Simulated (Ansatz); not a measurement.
**Phonons of CsCl**

Level of theory: DFT, PBEsol, scalar-relativistic, no spin polarisation; plane waves to 420 eV with PAW datasets (Ansatz 0.2.0), Gaussian smearing of 0.05 eV. The datasets are Ansatz's generated set soft_2.

```
Cs Cl
1.0
     4.06835    0.00000    0.00000
     0.00000    4.06835    0.00000
     0.00000    0.00000    4.06835
Cs Cl
1 1
Direct
  0.00000 0.00000 0.00000
  0.50000 0.50000 0.50000
```

The start was a prototype's sites filled with these elements; the Crystallography Open Database holds the compound in this structure.

Force constants come from finite displacements in a 2×2×2 supercell (the unit cell's 6×6×6 k-mesh, folded to it); the long-range dipole term is included. Points in reciprocal vectors of this cell: Γ = (0.000, 0.000, 0.000), X = (0.000, 0.500, 0.000), M = (0.500, 0.500, 0.000), R = (0.500, 0.500, 0.500).

Is the structure dynamically stable along this path, and where does the spectrum end?

Yes: no branch is imaginary beyond numerical noise. The highest frequency is 156 cm⁻¹, at Γ. Points that don't fit the supercell are interpolated.

Frequencies at the named points (cm⁻¹, imaginary ones negative):
| point | ω (cm⁻¹) |
| --- | --- |
| Γ | 0 0 0 93 93 156 |
| X | 38 38 83 90 90 146 |
| M | 34 60 60 81 115 115 |
| R | 61 61 61 118 118 118 |

What does the harmonic approximation give for the vibrational free energy, entropy and heat capacity?

Zero-point energy 14.9 meV/atom.
```tsv
T (K)	F_vib (meV/atom)	S (J/K per mole of atoms)	C_V (J/K per mole of atoms)
100	2.7	25.5	22.1
200	-32.9	41.6	24.2
300	-81.5	51.5	24.6
400	-138.8	58.6	24.7
500	-202.5	64.1	24.8
600	-271.4	68.7	24.9
700	-344.6	72.5	24.9
800	-421.5	75.8	24.9
900	-501.6	78.8	24.9
1000	-584.6	81.4	24.9
```

The highest mode, 156 cm⁻¹, is worth 220 K. At 300 K the heat capacity has reached 99 % of the classical limit 3R = 24.9 J/K per mole of atoms, since all modes lie under k_BT.

Cost: 6 s on 4 threads of AMD EPYC 9R45 96-Core Processor (Zen 5), on a shared host, peak memory 1.3 GiB.

 Spin–orbit coupling, which matters for such heavy elements, is left out.
